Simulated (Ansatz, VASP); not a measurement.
KF: VASP beside Ansatz

Contents of INCAR:

```
SYSTEM = KF
  PREC = Accurate
  ENCUT = 520
  EDIFF = 1E-6
  ISMEAR = 0
  SIGMA = 0.01
  LREAL = .FALSE.
  LASPH = .TRUE.
  NELM = 60
  ALGO = Normal
  ISIF = 2
  LWAVE = .FALSE.
  LCHARG = .FALSE.
  NBANDS = 15
```

KPOINTS

```
regular mesh
0
G
  8 8 8
  0 0 0
```

The input POSCAR:

```
KF
1.0
    3.0832301891      0.0000000000      0.0000000000
    0.0000000000      3.0832301891      0.0000000000
    0.0000000000      0.0000000000      3.0832301891
K F
1 1
Direct
    0.0000000000      0.0000000000      0.0000000000
    0.5000000000      0.5000000000      0.5000000000
```

Input for Ansatz:

```yaml
crystal:
  lattice:
    - [3.08323018911, 0.0, 0.0]
    - [0.0, 3.08323018911, 0.0]
    - [0.0, 0.0, 3.08323018911]
  atoms:
    - { symbol: K, position: [0.0, 0.0, 0.0] }
    - { symbol: F, position: [0.5, 0.5, 0.5] }
kpoints:
  mp_grid: { grid: [8, 8, 8] }
scf:
  occupations: { method: fixed }
hamiltonian:
  xc: lda
  pseudopotentials: { kind: paw }
output:
  forces: true
  stress: true
  eigenvalues: true
  eigenstates:
    nscf_kmesh: { grid: [12, 12, 12] }
    de_dk: true
    e_range: [-4, 11.2227194668]
  optics:
    e_range: [0, 30]
    de: 0.2
    sigma: 0.25
    bands: { spectra_wanted_up_to: 30 }
    nscf_kmesh: { grid: [12, 12, 12] }
checkpoint:
  write: ck
  write_wavefunctions: false
```

Alike in both runs: task single point; functional LDA; k mesh 8 × 8 × 8; no spin polarisation.

```csv
,VASP,Ansatz
version,VASP 6.6.1,Ansatz 0.2.0
potentials or method,"VASP PAW LDA potentials, release 64 (K_sv, F)","PAW with Ansatz's default frozen-core files, scalar-relativistic"
plane-wave cutoff (eV),520,420
occupations,"gaussian, width 0.01 eV",fixed
valence electrons in the cell,16,16
```

VASP gave:

* gap on the k mesh at the Fermi level (eV): 7.20
* pressure (GPa): 0.4

Q: What did Ansatz give for the same quantities?

A: gap on the k mesh at the Fermi level (eV): 7.22; pressure (GPa): 0.0.

A k mesh can miss the band edges. LDA gaps usually lie below the measured ones, often by a third to a half.
